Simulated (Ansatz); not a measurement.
## H in Be

Computed with DFT PBE, scalar-relativistic, plane waves, PAW in Ansatz.

Plane waves to 420 eV, a k mesh through Γ of 10×10×16 on the computed 4-atom cell and Gaussian smearing (0.10 eV); no spin polarisation for the host; each changed cell takes a mesh and smearing chosen by its own gap and starts from the host's moments or customary ones, or runs without spin. Cells and atoms are relaxed to the nearest stationary point that keeps the symmetry of their start (forces under 0.02 to 0.04 eV/Å, stress under 0.1 to 0.2 GPa); energies are at zero smearing, without zero-point or thermal terms.

Relaxed host (gap on the mesh 0 eV):

```xyz
4
Lattice="3.7518 0.0000 0.0000 0.0000 3.7518 0.0000 0.0000 0.0000 2.2754" Properties=species:S:1:pos:R:3 pbc="T T T"
Be    1.1163    1.1163    0.0000
Be    2.6355    2.6355    0.0000
Be    0.7596    2.9922    1.1377
Be    2.9922    0.7596    1.1377
```

Cases: (1) 2 H in a 1×1×1 repeat of the cell, at (0.000 0.000 0.000), (0.500 0.500 0.500) in fractions of that repeat, 1.56 Å from the nearest atom of the relaxed host; (2) 4 H in a 1×1×1 repeat of the cell, at (0.000 0.500 0.250), (0.000 0.500 0.750), (0.500 0.000 0.250), (0.500 0.000 0.750) in fractions of that repeat, 1.47 Å from the nearest atom of the relaxed host; (3) 1 H in a 1×1×2 repeat of the cell, at (0.000 0.000 0.000) in fractions of that repeat, 1.56 Å from the nearest atom of the relaxed host; (4) 1 H in a 1×1×2 repeat of the cell, at (0.000 0.500 0.125) in fractions of that repeat, 1.47 Å from the nearest atom of the relaxed host.

Question: Give the energy per H taken from half an H2 molecule (negative: uptake is favourable), the swelling and the final surroundings.

Answer:
```tsv
case	formula	energy per H (eV)	ΔV (%)	principal strains (%)	nearest host atoms of the first H
1	Be2H	1.47	+26.3	+20.9 +2.2 +2.2	6 (Be) from 1.62 Å
2	BeH	0.74	+53.7	+60.0 -2.0 -2.0	4 (Be) from 1.59 Å
3	Be8H	1.83	+6.4	+2.8 +2.3 +1.2	6 (Be) from 1.63 Å
4	Be8H	1.71	+6.9	+3.6 +3.6 -0.5	4 (Be) from 1.60 Å
```

Each ion keeps what symmetry its start has, so a lower place off a symmetric site can be missed, above all for H.

Relaxed structure of case 2, the lowest per ion:

```
Be H
1.0
     3.67655    0.00000    0.00000
     0.00000    3.67655    0.00000
     0.00000    0.00000    3.64133
Be H
4 4
Direct
  0.26276 0.26276 0.00000
  0.73724 0.73724 0.00000
  0.23724 0.76276 0.50000
  0.76276 0.23724 0.50000
  0.00000 0.50000 0.25000
  0.00000 0.50000 0.75000
  0.50000 0.00000 0.25000
  0.50000 0.00000 0.75000
```

This form of Be (P4_2/mnm) lies 0.05 eV/atom over the element's standard state.

In BeH a bond of the host changes by more than 0.6 Å or the volume by a third: the framework has rearranged or swollen or shrunk strongly, and the figure may no longer describe a topotactic step.

Cost: 5 runs of about 1.7 core-minutes in all, on Arm Neoverse V2 (shared hosts).